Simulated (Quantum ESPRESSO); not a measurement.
The system is Mg.

```
CELL_PARAMETERS angstrom
3.20930 0.00000 0.00000
-1.60465 2.77934 0.00000
0.00000 0.00000 5.21030
ATOMIC_POSITIONS crystal
Mg 0.66667 0.33333 0.75000
Mg 0.33333 0.66667 0.25000
```

Base run:

| Item | Value |
| --- | --- |
| Program | Quantum ESPRESSO 7.5 |
| Functional | r2SCAN |
| Potentials or basis | SG15 PBE 1.2 |
| Cutoff | 952 eV |
| Density cutoff | 3810 eV |
| k mesh | 8 × 8 × 4 |
| Occupations | fermi-dirac, width 0.05 eV |
| Spin | no spin polarisation |

Its results: band gap on the k mesh none (metal or under the smearing width); pressure -0.7 GPa.

Question: After a change of settings the same cell gave: band gap on the k mesh none (metal or under the smearing width); pressure 1.4 GPa. Which change was it?
A. functional from r2SCAN to M06L
B. functional from r2SCAN to LDA; k mesh from 8 × 8 × 4 to 10 × 10 × 5
C. functional from r2SCAN to AM05; k mesh from 8 × 8 × 4 to 10 × 10 × 5
D. functional from r2SCAN to TPSS

Answer: A.

Caveats: the potentials were made for another functional, which shifts forces and pressure.

Runs at the PBE level aren't shown here.
